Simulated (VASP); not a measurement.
A convergence study with VASP on InN (zinc blende): one setting is varied, all else stays as given below, so the limit is that of these other settings.

```yaml
crystal:
  lattice:
    - [0.00000, 2.49000, 2.49000]
    - [2.49000, 0.00000, 2.49000]
    - [2.49000, 2.49000, 0.00000]
  atoms:
    - { symbol: In, position: [0.00000, 0.00000, 0.00000] }
    - { symbol: N, position: [0.25000, 0.25000, 0.25000] }
```

Computed with PBE GGA, VASP's PBE PAW potentials (set 64) (plane waves; VASP). The tightest run used: 700 eV cut-off, 18×18×18 Γ-centred mesh, Gaussian smearing of 0.050 eV, potentials In_d N.

| setting | E (eV/atom) | pressure (GPa) | irreducible k-points |
|---|---|---|---|
| 1×1×1 mesh | 0.3057 | 74.90 | 1 |
| 2×2×2 mesh | -4.6808 | 10.15 | 3 |
| 3×3×3 mesh | -5.2104 | 6.77 | 4 |
| 4×4×4 mesh | -5.3043 | 5.98 | 8 |
| 5×5×5 mesh | -5.3249 | 5.80 | 10 |

Problem. These are the cheaper rows. Estimate the results at 18×18×18 mesh, and how far the last row shown lies from them.

Solution. 
| quantity | tightest run | last row shown is off by |
|---|---|---|
| E (eV/atom) | -5.3334 | 0.0086 |
| pressure (GPa) | 5.70 | 0.11 |

Left out are rungs that failed or repeat a setting and relaxations that didn't move; long series are thinned to 24 rows.

The compound is InN in the zinc blende structure, a metastable form; wurtzite is the usual one. The cell was not relaxed at this level.
